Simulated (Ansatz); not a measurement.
Input and command of a plane-wave DFT calculation in Ansatz:

```yaml
crystal:
  lattice:
    - [4.0581567079, 0.0, 0.0]
    - [-2.029078354, 3.5144668016, 0.0]
    - [0.0, 0.0, 22.5329916876]
  atoms:
    - { symbol: Ge, position: [0.3333333333, 0.6666666667, 0.3328452832] }
    - { symbol: Ge, position: [0.6666666667, 0.3333333333, 0.3701445245] }
    - { symbol: Ge, position: [0.6666666667, 0.3333333333, 0.4813503793] }
    - { symbol: Ge, position: [0.3333333333, 0.6666666667, 0.5186496207] }
    - { symbol: Ge, position: [0.3333333333, 0.6666666667, 0.6298554755] }
    - { symbol: Ge, position: [0.6666666667, 0.3333333333, 0.6671547168] }
basis:
  ecutwfc: 420
kpoints:
  mp_grid: { grid: [9, 9, 1] }
hamiltonian:
  xc: pbe
scf:
  occupations: { method: gaussian, width: 0.1 }
output:
  forces: true
  eigenvalues: true
  write_density: true
  write_potential: true
  elf: true
  volumetric_format: npy
relax:
  adjacent_minimum: "off"
  f_tol: 0.02
  max_steps: 60
efield:
  axis: 3
  dipole_correction: true
  ramp_width: 0.04
```

```bash
ansatz run input.yaml --threads 1 --pin off --max-ram 2560MiB --backend cpu --events-out ev --progress --plain --runs-dir out
```

Processor: Intel(R) Xeon(R) Processor @ 2.50GHz (Skylake/Cascade Lake), 1 thread, on a host shared with other jobs.

How long does it run, and how much memory does it take?

About 2.5 min on 1 thread of Intel(R) Xeon(R) Processor @ 2.50GHz (Skylake/Cascade Lake) (shared host), peak memory 0.56 GiB. It solves 51 bands at 12 k points (the mesh reduced by symmetry) with about 6267 plane waves, in 26 SCF iterations over 5 ionic steps.
